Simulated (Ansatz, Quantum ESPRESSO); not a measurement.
**Au: spin-orbit coupling in 2 programs**

Symmetry: Im-3m, No. 229, cubic system. The conventional cell has a = 3.315 Å, b = 3.315 Å, c = 3.315 Å, α = 90.00°, β = 90.00°, γ = 90.00°. Au (site symmetry m-3m) is surrounded by 8 Au at 2.87 Å.

This isn't the form of Au at room conditions, which is fcc.

Kept alike: task band structure; functional PBEsol; k mesh 11 × 11 × 11; occupations fermi-dirac, width 0.05 eV. The mesh is that of the run's cell of 1 atom.

- A: Ansatz, Ansatz PAW, made for PBE, cutoff 420 eV
- B: Quantum ESPRESSO; PseudoDojo 0.4.1 SR PBEsol standard (False); PseudoDojo 0.4 FR PBEsol standard (True), cutoff 1034 eV

| spin-orbit coupling | A: pressure (GPa) | B: pressure (GPa) |
| --- | --- | --- |
| off | -8.88 | -9.20 |
| on | -10.36 | -10.27 |

Pressure is positive in compression; plane-wave values hold the error of the finite cutoff, which Ansatz corrects. Values on potentials made for another functional: all of A. For a metal such a mesh leaves the last digits unconverged.

Question: How large is the effect of spin-orbit coupling, and do the programs agree on it?

Answer: From off to on the pressure moves by -1.48 in A, -1.07 in B (GPa). Row by row the programs differ by 0.09 to 0.32, and the shifts point the same way but differ by 28 % of the larger.
